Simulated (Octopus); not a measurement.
**Li2O under changes of volume**

One of the cells (8.399 Å³/atom); the others are scaled copies at fixed shape and fractional positions:

```xyz
3
Lattice="0.0000 2.3269 2.3269 2.3269 0.0000 2.3269 2.3269 2.3269 0.0000" Properties=species:S:1:pos:R:3 pbc="T T T"
O     0.0000    0.0000    0.0000
Li    1.1634    1.1634    1.1634
Li    3.4903    3.4903    3.4903
```

The cell comes from a database or a generator and needn't be the stable form of this composition.

| Property | Result |
| --- | --- |
| Program | Octopus 16.4 |
| Functional | PBEsol |
| Potentials or basis | pseudodojo_pbesol (PseudoDojo 0.4, PBEsol) |
| Grid spacing | 0.132 Å |
| k mesh | 10 × 10 × 10 |
| Occupations | fermi-dirac, width 0.05 eV |
| Spin | no spin polarisation |

| volume (Å³/atom) | energy over the lowest point (meV/atom) | gap on the mesh (eV) |
| --- | --- | --- |
| 7.895 | 0.59 | 4.92 |
| 8.063 | 0.00 | 4.88 |
| 8.231 | ? | ? |
| 8.399 | 4.05 | 4.81 |
| 8.567 | 8.23 | 4.77 |
| 8.735 | 14.00 | 4.73 |
| 8.903 | 21.09 | 4.61 |

What does the run at 8.231 Å³/atom give?

Energy over the lowest point 1.33 meV/atom; gap on the mesh 4.84 eV.

Worked out: A Birch-Murnaghan fit of order 3 (a polynomial in V^(-2/3)) to the other rows has its minimum at 8.03 Å³/atom with B0 = V·E''(V) = 78 GPa (rough, since the energies scatter). It gives 1.21 meV/atom at 8.231 Å³/atom, against the run's 1.33. A parabola through the other rows of the gap, of slope -1.78 eV per unit of ln V there, gives 4.86 eV, against the run's 4.84.

Energies are extrapolated to zero smearing.

A mesh can miss the band edges.
